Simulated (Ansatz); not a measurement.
# NaI: ε∞ with and without local fields

Plane-wave DFT in Ansatz with scalar-relativistic PAW potentials. The crystal relaxes under PBE to Fm-3m with a = 6.528 Å, 34.78 Å³/atom. No spin polarisation.

A sum over independent transitions (PBE, gap on the mesh 3.58 eV) gives a mean ε∞ of 3.73.

What does self-consistent linear response to a field give, and why do the two differ?

3.33, which is 10.6 % lower. The response calculation lets the induced density act back: the Hartree local fields oppose the polarisation and lower ε∞, more so where the density is uneven, while the exchange-correlation kernel raises it again by part of that. The net effect here is a decrease, as usual.

Spin-orbit coupling is left out, which matters for the bands of heavy elements.